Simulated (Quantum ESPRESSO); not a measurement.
A calculation with Quantum ESPRESSO 7.5 of AlAu2 (ASE script, structure from a POSCAR):

Contents of run.py:

```python
import numpy as np
from ase.calculators.espresso import Espresso, EspressoProfile
from ase.io import read

atoms = read('POSCAR')

input_data = {
    'control': {'calculation': 'scf', 'prefix': 'pwscf', 'outdir': './tmp', 'tprnfor': True, 'tstress': True, 'disk_io': 'nowf'},
    'system': {'ecutwfc': 45.0, 'ecutrho': 360.0, 'nbnd': 19, 'occupations': 'smearing', 'smearing': 'fd', 'degauss': 0.00367493},
    'electrons': {'conv_thr': 6e-10, 'electron_maxstep': 120, 'mixing_beta': 0.5},
}
pseudopotentials = {'Au': 'au_pbesol_v1.uspp.F.UPF', 'Al': 'al_pbesol_v1.uspp.F.UPF'}
profile = EspressoProfile(command='mpirun -n 2 pw.x -nk 2', pseudo_dir='pseudo')
dft = Espresso(profile=profile, input_data=input_data, pseudopotentials=pseudopotentials, kpts=(11, 11, 11), koffset=(0, 0, 0))
atoms.calc = dft

print(f'energy {atoms.get_potential_energy():.8f} eV')
print('forces (eV/A)')
print(np.round(atoms.get_forces(), 6))
print('stress (eV/A^3, Voigt)')
print(np.round(atoms.get_stress(), 8))
print(f'Fermi level {dft.get_fermi_level():.4f} eV')
```

POSCAR

```
AlAu2
1.0
   -1.6715144750      1.6715144750      4.3990752400
    1.6715144750     -1.6715144750      4.3990752400
    1.6715144750      1.6715144750     -4.3990752400
Au Al
2 1
Direct
    0.3437272000      0.3437272000      0.0000000000
    0.6562728000      0.6562728000      0.0000000000
    0.0000000000      0.0000000000      0.0000000000
```

Potentials or basis: GBRV 1.5 PBEsol.

The run is started by

```console
$ OMP_NUM_THREADS=1 python run.py
```

The cell comes from a database or a generator and needn't be the stable form of this composition.

Write the same calculation in another form: native input, structure typed inline.

As run:

File pw.in:

```
&CONTROL
  calculation = 'scf'
  prefix = 'pwscf'
  outdir = './tmp'
  pseudo_dir = './pseudo'
  tprnfor = .true.
  tstress = .true.
  disk_io = 'low'
/
&SYSTEM
  ibrav = 0
  celldm(1) = 8
  nat = 3
  ntyp = 2
  ecutwfc = 45
  ecutrho = 360
  nbnd = 19
  occupations = 'smearing'
  smearing = 'fd'
  degauss = 0.00367493
/
&ELECTRONS
  conv_thr = 6d-10
  electron_maxstep = 120
  mixing_beta = 0.5
/
ATOMIC_SPECIES
Au   196.9666 au_pbesol_v1.uspp.F.UPF
Al    26.9815 al_pbesol_v1.uspp.F.UPF
CELL_PARAMETERS alat
 -0.3948380713872   0.3948380713872   1.0391309256528
  0.3948380713872  -0.3948380713872   1.0391309256528
  0.3948380713872   0.3948380713872  -1.0391309256528
ATOMIC_POSITIONS crystal
Au     0.3437272000    0.3437272000    0.0000000000
Au     0.6562728000    0.6562728000    0.0000000000
Al     0.0000000000    0.0000000000    0.0000000000
K_POINTS automatic
11 11 11 0 0 0
```

Contents of pp_density.in:

```
&INPUTPP
  prefix = 'pwscf'
  outdir = './tmp'
  filplot = 'density.dat'
  plot_num = 0
/
&PLOT
  nfile = 1
  filepp(1) = 'density.dat'
  iflag = 3
  output_format = 6
  fileout = 'density.cube'
/
```

The input pp_potential.in:

```
&INPUTPP
  prefix = 'pwscf'
  outdir = './tmp'
  filplot = 'potential.dat'
  plot_num = 11
/
&PLOT
  nfile = 1
  filepp(1) = 'potential.dat'
  iflag = 3
  output_format = 6
  fileout = 'potential.cube'
/
```

Potentials or basis: GBRV 1.5 PBEsol.

Launch:

```sh
$ OMP_NUM_THREADS=1 mpirun -n 2 pw.x -nk 2 -in pw.in > pw.out
$ OMP_NUM_THREADS=1 mpirun -n 1 pp.x -in pp_density.in > pp_density.out
$ OMP_NUM_THREADS=1 mpirun -n 1 pp.x -in pp_potential.in > pp_potential.out
```

Both were run:

|  | ASE script, structure from a POSCAR | native input, structure typed inline |
| --- | --- | --- |
| Pressure | -2.6 GPa | -2.6 GPa |
| Largest force | 0.068 eV/Å | 0.068 eV/Å |
| Band gap on the k mesh | none (metal or under the smearing width) | none (metal or under the smearing width) |

Keys that steer only the numerical path or the files written may differ.
